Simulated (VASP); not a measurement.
# MgO (P-6m2) in VASP: notebook

The runs below take MgO through single point, with PBE.

All numbers are computed with VASP 6.6.1; they aren't measurements. Logs are shortened: lines on timing, memory, paths and dates and some standing lists are left out, and cuts for length are marked.

## Step 1: The structure

Symmetry: P-6m2, No. 187, hexagonal system. The conventional cell has a = 2.938 Å, b = 2.938 Å, c = 2.680 Å, α = 90.00°, β = 90.00°, γ = 120.00°. Mg (site symmetry -6m2) is surrounded by 6 O at 2.16 Å. Around O (site symmetry -6m2) lie 6 Mg at 2.16 Å.

Measurements of this composition are mostly on another form, of space group No. 225.

## Step 2: Single point, PBE

Contents of INCAR:

```
ADDGRID = False
ALGO = Normal
EDIFF = 1E-7
ENCUT = 900
GGA = PE
ISIF = 2
ISMEAR = 0
LASPH = True
LCHARG = False
LREAL = False
LWAVE = False
NELM = 100
PREC = Accurate
SIGMA = 0.05
```

Contents of KPOINTS:

```
k-points
0
Gamma
  9 9 9
```

Contents of POSCAR:

```
MgO
1.0
    2.9380209034      0.0000000000      0.0000000000
   -1.4690104517      2.5444007392      0.0000000000
    0.0000000000      0.0000000000      2.6796800000
Mg O
1 1
Direct
   -0.0050010000     -0.0013850000      0.0023980000
    0.2972290000      0.6917140000      0.5132270000
```

Potentials or basis: VASP PAW PBE potentials, release 64 (Mg, O_h).

Started as:

```console
$ cat potpaw_PBE.64/Mg/POTCAR potpaw_PBE.64/O_h/POTCAR > POTCAR
$ mpirun -np 1 vasp_std > vasp.out
```

OUTCAR:

```text
EDIFF = 1E-7
   ENCUT = 900
   GGA = PE
   ISIF = 2
   ISMEAR = 0
   LASPH = True
   LREAL = False
   NELM = 100
   PREC = Accurate

 Found    365 irreducible k-points:

 Following reciprocal coordinates:
            Coordinates               Weight
  0.000000  0.000000  0.000000      1.000000
  0.111111  0.000000  0.000000      2.000000
  0.000000  0.111111  0.000000      2.000000
 -0.111111  0.111111  0.000000      2.000000
  0.222222 -0.000000  0.000000      2.000000
  0.000000  0.222222  0.000000      2.000000
   k-points           NKPTS =    365   k-points in BZ     NKDIM =    365   number of bands    NBANDS=      8
   number of dos      NEDOS =    301   number of ions     NIONS =      2
   total plane-waves  NPLWV =  25200
   dimension x,y,z NGX =    30 NGY =   30 NGZ =   28
   dimension x,y,z NGXF=    60 NGYF=   60 NGZF=   56
   ions per type =               1   1
   NGX,Y,Z   is equivalent  to a cutoff of  16.98, 16.98, 17.37 a.u.
   NGXF,Y,Z  is equivalent  to a cutoff of  33.95, 33.95, 34.74 a.u.
 SYSTEM =  unknown system
   PREC   = accura    normal or accurate (medium, high low for compatibility)
   ISTART =      0    job   : 0-new  1-cont  2-samecut
   ICHARG =      2    charge: 1-file 2-atom 10-const
   ISPIN  =      1    spin polarized calculation?
   LNONCOLLINEAR =      F non collinear calculations
   LSORBIT =      F    spin-orbit coupling
   LASPH  =      T    aspherical Exc in radial PAW
   ENCUT  =  900.0 eV  66.15 Ry    8.13 a.u.   7.19  7.19  6.55*2*pi/ulx,y,z
   NELM   =    100;   NELMIN=  2; NELMDL= -5     # of ELM steps
   EDIFF  = 0.1E-06   stopping-criterion for ELM
   LREAL  =      F    real-space projection
   EDIFFG = 0.1E-05   stopping-criterion for IOM
   NSW    =      0    number of steps for IOM
   IBRION =     -1    ionic relax: 0-MD 1-quasi-New 2-CG
   NFREE  =      0    steps in history (QN), initial steepest desc. (CG)
   ISIF   =      2    stress and relaxation
   ISYM   =      2    0-nonsym 1-usesym 2-fastsym
   POTIM  = 0.5000    time-step for ionic-motion
   TEBEG  =    0.0;   TEEND  =   0.0 temperature during run
   PSTRESS=    0.0 pullay stress
   NELECT =       8.0000    total number of electrons
   NUPDOWN=      -1.0000    fix difference up-down
   EMIN   =  10.00;   EMAX   =-10.00  energy-range for DOS
   EFERMI =   0.00;   METHOD = LEGACY
   ISMEAR =     0;   SIGMA  =   0.05  broadening in eV -4-tet -1-fermi 0-gaus
   EFERMI_NEDOS =   21; number of points for ismear=-14 and -15
   IALGO  =     38    algorithm
   IMIX   =      4    mixing-type and parameters
     AMIX     =   0.40;   BMIX     =  1.00
     AMIX_MAG =   1.60;   BMIX_MAG =  1.00
  volume/ion in A,a.u.               =      10.02        67.59
  Fermi-wavevector in a.u.,A,eV,Ry     =   1.205583  2.278221 19.775115  1.453430
  Thomas-Fermi vector in A             =   2.341275
   LORBIT       =      0    0 simple, 1 ext, 2 COOP (PROOUT), +10 PAW based schemes
   GGA     = PE    functional components
   LHFCALC =     F    Hartree Fock is set to
   AEXX    =    0.0000 exact exchange contribution
   IVDW    =     0    specifies the selected vdW correction
   LEPSILON=     F    determine dielectric tensor
   LRPA    =     F    only Hartree local field effects (RPA)
 non-spin polarized calculation
 Gauss-broadening in eV      SIGMA  =   0.05
  energy-cutoff  :      900.00
  volume of cell :       20.03
 maximum number of plane-waves:      1243
 NGX is ok and might be reduce to    30
   NGX = 15   NGY = 15   NGZ = 13

 number of electron       8.0000000 magnetization

 Free energy of the ion-electron system (eV)
  ---------------------------------------------------
  ext. energy  EPLUGINS =         0.00000000
  ---------------------------------------------------
  free energy    TOTEN  =       -11.19211664 eV

  energy without entropy =      -11.19211664  energy(sigma->0) =      -11.19211664

 E-fermi :   4.0307     XC(G=0): -10.7313

 val. band max:        3.7181968077   @ k =   0.0000   0.0000   0.4444
 cond. band min:       6.6610469592   @ k =   0.0000   0.0000   0.0000
 fundamental gap:      2.9428501515
 Fermi energy:         4.0306598940

 k-point     1 :       0.0000    0.0000    0.0000
  band No.  band energies     occupation
      1     -13.7585      2.00000
      2       2.9942      2.00000
      3       3.1592      2.00000
      4       3.2566      2.00000
      5       6.6610      0.00000
      6      15.5635      0.00000
      7      19.0996      0.00000
      8      19.4488      0.00000

 k-point     2 :       0.1111    0.0000    0.0000
  band No.  band energies     occupation
      1     -13.6525      2.00000
      2       2.3115      2.00000
      3       2.9481      2.00000
      4       3.2973      2.00000
      5       7.4355      0.00000
      6      15.5508      0.00000
      7      18.1274      0.00000
      8      19.6506      0.00000

 k-point     3 :       0.0000    0.1111    0.0000
  band No.  band energies     occupation
      1     -13.6524      2.00000
      2       2.3045      2.00000
      3       2.9571      2.00000
      4       3.2970      2.00000
      5       7.4319      0.00000
      6      15.5565      0.00000
      7      18.0947      0.00000
      8      19.6830      0.00000

 k-point     4 :      -0.1111    0.1111    0.0000
  band No.  band energies     occupation
      1     -13.6507      2.00000
      2       2.2238      2.00000
      3       3.0686      2.00000
      4       3.2921      2.00000
      5       7.3756      0.00000
      6      15.5901      0.00000
      7      17.9624      0.00000
      8      19.7542      0.00000

 k-point     5 :       0.2222   -0.0000    0.0000
  band No.  band energies     occupation
      1     -13.3702      2.00000
      2       0.8990      2.00000
      3       2.7202      2.00000
      4       3.4018      2.00000
      5       8.7854      0.00000
      6      14.8816      0.00000
      7      17.5356      0.00000
      8      20.3198      0.00000

 k-point     6 :       0.0000    0.2222    0.0000
  band No.  band energies     occupation
      1     -13.3696      2.00000
      2       0.8938      2.00000
      3       2.7285      2.00000
      4       3.4005      2.00000
      5       8.7755      0.00000
      6      14.8872      0.00000
      7      17.5170      0.00000
      8      20.3412      0.00000

 [... further k-points ...]

------------------------ aborting loop because EDIFF is reached ----------------------------------------

  FORCE on cell =-STRESS in cart. coord.  units (eV):
  Direction    XX          YY          ZZ          XY          YZ          ZX
  --------------------------------------------------------------------------------------
  -------------------------------------------------------------------------------------
  Total        0.0719666     -0.0180330      0.1328186     -0.0694310      0.0575173     -0.1045552
  in kB        5.7559648     -1.4423018     10.6229717     -5.5531679      4.6002931     -8.3624364
  external PRESSURE =       4.9788782 kB  Pullay stress =       0.0000000 kB

 VOLUME and BASIS-vectors are now :
 -----------------------------------------------------------------------------
  energy-cutoff  :      900.00
  volume of cell :       20.03
      direct lattice vectors                 reciprocal lattice vectors
     2.938020903  0.000000000  0.000000000     0.340365175  0.196509926  0.000000000
    -1.469010452  2.544400739  0.000000000     0.000000000  0.393019851  0.000000000
     0.000000000  0.000000000  2.679680000     0.000000000  0.000000000  0.373178887

 POSITION                                       TOTAL-FORCE (eV/Angst)
 -----------------------------------------------------------------------------------
      1.45635      2.54088      0.00643        -0.575744      0.319566      0.125533
     -0.14287      1.76000      1.37528         0.575744     -0.319566     -0.125533
 -----------------------------------------------------------------------------------
    total drift:                                0.000844     -0.000790     -0.000713

  FREE ENERGIE OF THE ION-ELECTRON SYSTEM (eV)
  ---------------------------------------------------
  free  energy   TOTEN  =       -11.1921166404 eV

  energy  without entropy=      -11.1921166404  energy(sigma->0) =      -11.19211664
```

It took 4.4 min on 1 thread of AMD EPYC 7R13 (Zen 3), shared host; peak memory 0.27 GiB.

These settings aren't checked as converged: the numbers below hold their error.

Results:

| Quantity | Value |
| --- | --- |
| Free energy | -11.1921 eV |
| Pressure | 0.5 GPa |
| Largest force | 0.670 eV/Å |
| Band gap on the k mesh | 2.94 eV, indirect (least direct gap 3.40 eV) |

Caveat: the cutoff is under 1.25 times the usual one of these potentials, so pressure, stress and relaxed cells hold a basis-set (Pulay) error; an odd mesh through Γ misses points on the zone boundary, where band edges often lie.

## Step 3: Single point, PBE

INCAR is that of step 2.

Contents of KPOINTS:

```
k-points
0
Gamma
  11 11 10
```

Contents of POSCAR:

```
MgO
1.0
    2.9380209034      0.0000000000      0.0000000000
   -1.4690104517      2.5444007392      0.0000000000
    0.0000000000      0.0000000000      2.6796800000
Mg O
1 1
Direct
    0.0000000000      0.0000000000      0.0000000000
    0.3333333333      0.6666666667      0.5000000000
```

Potentials or basis: VASP PAW PBE potentials, release 64 (Mg, O_h).

Started as:

```console
$ cat potpaw_PBE.64/Mg/POTCAR potpaw_PBE.64/O_h/POTCAR > POTCAR
$ mpirun -np 1 vasp_std > vasp.out
```

It took 76 s on 1 thread of AMD EPYC 7R13 (Zen 3), shared host; peak memory 0.17 GiB.

These settings aren't checked as converged: the numbers below hold their error.

What came out:

| Quantity | Value |
| --- | --- |
| Free energy | -11.2378 eV |
| Pressure | -1.1 GPa |
| Band gap on the k mesh | 3.00 eV, indirect (least direct gap 3.40 eV) |

Caveat: the cutoff is under 1.25 times the usual one of these potentials, so pressure, stress and relaxed cells hold a basis-set (Pulay) error; an odd mesh through Γ misses points on the zone boundary, where band edges often lie.

## Step 4: Single point, PBE

INCAR is that of step 3.

KPOINTS is that of step 3.

Contents of POSCAR:

```
MgO
1.0
    2.9380209034      0.0000000000      0.0000000000
   -1.4690104517      2.5444007392      0.0000000000
    0.0000000000      0.0000000000      2.6796800000
Mg O
1 1
Direct
   -0.0050010000     -0.0013850000      0.0023980000
    0.2972290000      0.6917140000      0.5132270000
```

Started as:

```console
$ cat potpaw_PBE.64/Mg/POTCAR potpaw_PBE.64/O_h/POTCAR > POTCAR
$ mpirun -np 1 vasp_std > vasp.out
```

It took 8 min on 1 thread of AMD EPYC 7R13 (Zen 3), shared host; peak memory 0.37 GiB.

These settings aren't checked as converged: the numbers below hold their error.

What came out:

| Property | Result |
| --- | --- |
| Free energy | -11.1921 eV |
| Pressure | 0.5 GPa |
| Largest force | 0.670 eV/Å |
| Band gap on the k mesh | 2.92 eV, indirect (least direct gap 3.40 eV) |

Caveat: the cutoff is under 1.25 times the usual one of these potentials, so pressure, stress and relaxed cells hold a basis-set (Pulay) error; an odd mesh through Γ misses points on the zone boundary, where band edges often lie.

## Step 5: For comparison

An earlier run on the cell as given: functional PBE; potentials or basis VASP PAW PBE potentials, release 64 (Mg, O); cutoff 520 eV; k mesh 10 × 10 × 10; occupations fermi-dirac, width 0.05 eV; no spin polarisation.

* Pressure: -0.7 GPa
* Band gap on the k mesh: 3.01 eV, indirect (least direct gap 3.40 eV)
